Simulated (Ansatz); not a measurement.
CdF2: response to strain

Consider CdF2 in the fluorite structure (space group Fm-3m, No. 225; a = 5.384 Å). Axes: x, y, z lie along the cube axes.

Strains are applied to the cell and any free atomic positions relax.

Level of theory: Ansatz (an electronic-structure program) PBEsol, spin-orbit coupling left out.

Notes on the quantities. energy relative to the base: free energy F; pressure: mean of the normal stresses, compression positive.

```
case                         energy relative to the base  pressure  smallest direct gap  shortest interatomic distance  band gap
---------------------------  ---------------------------  --------  -------------------  -----------------------------  --------
base                                          0 meV/atom  0.00 GPa              3.43 eV                       233.1 pm   2.94 eV
tensor shear ε_xy = +1.71 %                +0.9 meV/atom  0.09 GPa              3.37 eV                       231.0 pm   2.95 eV
tensor shear ε_xy = +1.43 %                +0.6 meV/atom  0.06 GPa              3.38 eV                       231.4 pm   2.95 eV
tensor shear ε_xy = +0.86 %                +0.2 meV/atom  0.02 GPa              3.40 eV                       232.1 pm   2.95 eV
tensor shear ε_xy = +1.14 %                +0.4 meV/atom  0.04 GPa              3.39 eV                       231.7 pm   2.95 eV
tensor shear ε_xy = +0.57 %                +0.1 meV/atom  0.01 GPa              3.41 eV                       232.4 pm   2.94 eV
tensor shear ε_xy = +2.00 %                +1.3 meV/atom  0.12 GPa              3.36 eV                       230.7 pm   2.95 eV
```

Whether these cells are dynamically stable was not tested.
